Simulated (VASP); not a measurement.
# Cd₃Ge₄As₈: nudged elastic band

Cd₃Ge₄As₈, defect, 15 atoms in the cell. PBE, nudged elastic band; PAW potentials Cd, As, Ge_d (PBE set).

Path: a Cd atom hops into a neighbouring Cd vacancy; Moving images: 1.

## Input

INCAR.step1:
```
PREC     = Normal         # precision mode
ENCUT    = 350            # plane-wave cutoff, eV
EDIFF    = 1E-6           # SCF threshold, eV
ISMEAR   = 0              # smearing method
SIGMA    = 0.05           # smearing width, eV
LREAL    = False          # projectors in reciprocal space
LASPH    = True           # aspherical terms in the spheres
NELM     = 100            # most SCF steps
ALGO     = Normal         # electronic algorithm
LWAVE    = False          # write WAVECAR
LCHARG   = False          # write CHGCAR
ISYM     = 0            
IBRION   = 2              # ionic algorithm
NSW      = 100            # ionic steps
ISIF     = 2              # what is computed and relaxed
EDIFFG   = -0.02          # ionic threshold
POTIM    = 0.5            # step
KPAR     = 8             
```

INCAR.step3, as INCAR.step1 but for:
```
- IBRION = 2
- ISIF = 2
- EDIFFG = -0.02
- POTIM = 0.5
+ IBRION = 1
+ POTIM = 0.3
+ EDIFFG = -0.05
+ SPRING = -5
+ IMAGES = 1
```

KPOINTS:
```
k-points
0
Gamma
  3 3 3
```

00/POSCAR:
```
Cd3Ge4As8
1.0
   -2.9888745628      2.9888745628      5.6642966801
    2.9888745628     -2.9888745628      5.6642966801
    5.9777491256      5.9777491256    -11.3285933602
Cd As Ge
3 8 4
Direct
    0.4975199112      0.4975484719      0.4999050559
    0.2458697122      0.7160666991      0.2311184020
    0.2539756649      0.7838427625      0.7688806564
    0.0936249812      0.1142723560      0.2341842719
    0.1472058758      0.1795517979      0.7665639491
    0.3848672189      0.8596895231      0.0194567461
    0.3791012121      0.9002779750      0.5085814463
    0.6464664653      0.6140443212      0.2336057342
    0.6458911441      0.6252478373      0.7657288682
    0.8831980906      0.3620043332      0.4915177131
    0.8206066154      0.3458580933      0.9804117606
    0.7352541945      0.2475182693      0.2415435044
    0.7646917955      0.2523465271      0.7584922820
    0.0031378348      0.0031599416      0.9999629211
    0.9985892835      0.9985710916      0.5000466888
```

01/POSCAR:
```
Cd3Ge4As8
1.0
   -2.9888745628      2.9888745628      5.6642966801
    2.9888745628     -2.9888745628      5.6642966801
    5.9777491256      5.9777491256    -11.3285933602
Cd As Ge
3 8 4
Direct
    0.4726152680      0.5055163805      0.4988984957
    0.3109974027      0.6095998537      0.0971132731
    0.2420558783      0.7720532238      0.7669616042
    0.0847220396      0.1019875560      0.2413956499
    0.1163747268      0.1541259987      0.7548919093
    0.3718236546      0.8966764669      0.0242498688
    0.3609425093      0.9050909261      0.5022221690
    0.7007113982      0.6361934142      0.3035586577
    0.6353684572      0.6359757461      0.7687160801
    0.8658264307      0.3619583186      0.4975206109
    0.8723558788      0.3856803752      1.0106594471
    0.7386079893      0.2492984022      0.2542392343
    0.7365957873      0.2522471382      0.7559781406
   -0.0089719783      0.0214552875      1.0125038143
    0.9999745576      1.0121409122      0.5110910450
```

02/POSCAR:
```
Cd3Ge4As8
1.0
   -2.9888745628      2.9888745628      5.6642966801
    2.9888745628     -2.9888745628      5.6642966801
    5.9777491256      5.9777491256    -11.3285933602
Cd As Ge
3 8 4
Direct
    0.4494000107      0.5125362140      0.4977850136
    0.5171761122      0.5206424317      0.0355473304
    0.2308817104      0.7641864593      0.7665716078
    0.0791913776      0.0872730851      0.2470783918
    0.0953375722      0.1498647345      0.7581843254
    0.3585810835      0.9125578314      0.0323954607
    0.3473777723      0.9131331586      0.5002725327
    0.5930227149      0.6515338451      0.2861233411
    0.6336113734      0.6457679154      0.7752481374
    0.8476055671      0.3602914906      0.5008508040
    0.9128854824      0.4138729467      1.0332309271
    0.7364932025      0.2698044053      0.2666295010
    0.7319045737      0.2652561266      0.7667135056
   -0.0143200885      0.0313585508      1.0251590026
    0.9808515356      1.0019208050      0.5082101188
```

POSCAR.step1:
```
Cd3Ge4As8
1.0
   -2.9888745628      2.9888745628      5.6642966801
    2.9888745628     -2.9888745628      5.6642966801
    5.9777491256      5.9777491256    -11.3285933602
Cd As Ge
3 8 4
Direct
    0.5000000000      0.5000000000      0.5000000000
    0.2500000000      0.7500000000      0.2500000000
    0.2500000000      0.7500000000      0.7500000000
    0.0962175700      0.1250000000      0.2356087850
    0.0962175700      0.1250000000      0.7356087850
    0.3750000000      0.9037824300      0.0143912150
    0.3750000000      0.9037824300      0.5143912150
    0.6537824300      0.6250000000      0.2643912150
    0.6537824300      0.6250000000      0.7643912150
    0.8750000000      0.3462175700      0.4856087850
    0.8750000000      0.3462175700      0.9856087850
    0.7500000000      0.2500000000      0.2500000000
    0.7500000000      0.2500000000      0.7500000000
    0.0000000000      0.0000000000      0.0000000000
    0.0000000000      0.0000000000      0.5000000000
```

POSCAR.step2:
```
Cd3Ge4As8
1.0
   -2.9888745628      2.9888745628      5.6642966801
    2.9888745628     -2.9888745628      5.6642966801
    5.9777491256      5.9777491256    -11.3285933602
Cd As Ge
3 8 4
Direct
    0.5000000000      0.5000000000      0.5000000000
    0.5000000000      0.5000000000      0.0000000000
    0.2500000000      0.7500000000      0.7500000000
    0.0962175700      0.1250000000      0.2356087850
    0.0962175700      0.1250000000      0.7356087850
    0.3750000000      0.9037824300      0.0143912150
    0.3750000000      0.9037824300      0.5143912150
    0.6537824300      0.6250000000      0.2643912150
    0.6537824300      0.6250000000      0.7643912150
    0.8750000000      0.3462175700      0.4856087850
    0.8750000000      0.3462175700      0.9856087850
    0.7500000000      0.2500000000      0.2500000000
    0.7500000000      0.2500000000      0.7500000000
    0.0000000000      0.0000000000      0.0000000000
    0.0000000000      0.0000000000      0.5000000000
```

Commands (each step's output is kept before the next begins):
```
cat potpaw_PBE.64/Cd/POTCAR potpaw_PBE.64/As/POTCAR potpaw_PBE.64/Ge_d/POTCAR > POTCAR
cp INCAR.step1 INCAR
cp POSCAR.step1 POSCAR
mpirun -np 8 vasp_std > vasp.out
cp POSCAR.step2 POSCAR
mpirun -np 8 vasp_std > vasp.out
# 00 and 02 hold the relaxed ends, the second shifted as a whole so that the mean position stays; the images between are interpolated (pair-distance (IDPP))
cp INCAR.step3 INCAR
mpirun -np 8 vasp_std > vasp.out
```

## Result

- Barrier (eV): 0.769
- Barrier of the reverse step (eV): 0.769
- Energy of the second end over the first (eV): 0.000
- Top of the path (share of its length): 0.52
- Length of the path (Å): 4.55
- Steps of the band: 84
- Ionic steps, all stages: 120
- Electronic steps, all stages: 743

Energy along the relaxed band:

| Image | Distance along the path (Å) | Energy above the first end (eV) | Slope along the path (eV/Å) | Largest force across the path (eV/Å) |
|---|---|---|---|---|
| 0 | 0.000 | 0.000 | relaxed end |  |
| 1 | 2.275 | 0.766 | 0.083 | 0.048 |
| 2 | 4.551 | 0.000 | relaxed end |  |

The cell is CdAs2Ge (16 atoms) with one Cd atom missing.

The two ends have the same energy within 0.01 eV.

Limits: the cell holds 15 atoms, so the vacancy or interstitial meets its own images and the barrier isn't that of a lone defect; a single image in the middle can't show two humps with a dip between them, and says nothing of the springs.

VASP 6.6.1 took 3318 s on 8 cores (Intel Xeon Platinum 8259CL @ 2.50GHz (Skylake/Cascade Lake)), a shared host.
